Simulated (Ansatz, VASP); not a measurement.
**One calculation of ZnSe, two programs**

The input POSCAR:

```
ZnSe
1.0
    3.3251530459      0.0000000000      0.0000000000
    0.0000000000      3.3251530459      0.0000000000
    0.0000000000      0.0000000000      3.3251530459
Zn Se
1 1
Direct
    0.0000000000      0.0000000000      0.0000000000
    0.5000000000      0.5000000000      0.5000000000
```

Contents of INCAR.step1:

```
ALGO = Normal ; EDIFF = 1E-4
ENCUT = 520 ; GGA = PE
ISMEAR = -1 ; LASPH = True
LCHARG = False ; LREAL = False
LWAVE = True ; NBANDS = 16
NELM = 100 ; PREC = Accurate
SIGMA = 0.02
```

File INCAR.step2:

```
ALGO = Normal ; EDIFF = 1E-7
ENCUT = 520 ; ISIF = 2
ISMEAR = -1 ; ISTART = 1
LASPH = True ; LCHARG = False
LMIXTAU = True ; LREAL = False
LWAVE = False ; METAGGA = R2SCAN
NBANDS = 16 ; NELM = 100
PREC = Accurate ; SIGMA = 0.02
```

Contents of KPOINTS:

```
k-points
0
Gamma
  6 6 6
```

Input for Ansatz:

```yaml
crystal:
  lattice:
    - [3.3251530459, 0.0, 0.0]
    - [0.0, 3.3251530459, 0.0]
    - [0.0, 0.0, 3.3251530459]
  atoms:
    - { symbol: Zn, position: [0.0, 0.0, 0.0] }
    - { symbol: Se, position: [0.5, 0.5, 0.5] }
kpoints:
  mp_grid: { grid: [6, 6, 6] }
hamiltonian:
  xc: r2scan
scf:
  occupations: { method: fermi_dirac, width: 0.02 }
  n_extra_bands: 4
  mixing: { ndim: 30 }
  max_iter: 68
output:
  forces: true
  stress: true
  eigenvalues: true
```

Alike in both runs: task single point; functional r2SCAN; k mesh 6 × 6 × 6; occupations fermi-dirac, width 0.02 eV; no spin polarisation.

|  | VASP | Ansatz |
| --- | --- | --- |
| version | VASP 6.6.1 | Ansatz 0.2.0 |
| potentials or method | VASP PAW PBE potentials, release 64 (Zn, Se) | plane waves |
| plane-wave cutoff (eV) | 520 | 500 |
| valence electrons in the cell | 18 | 28 |

|  | VASP | Ansatz | Ansatz less VASP |
| --- | --- | --- | --- |
| pressure (GPa) | -0.2 | -0.4 | -0.21 |

The two sets of potentials don't hold the same shells in valence.

Caveats: the PAW data sets were made with another functional, which shifts forces and pressure a little (VASP).
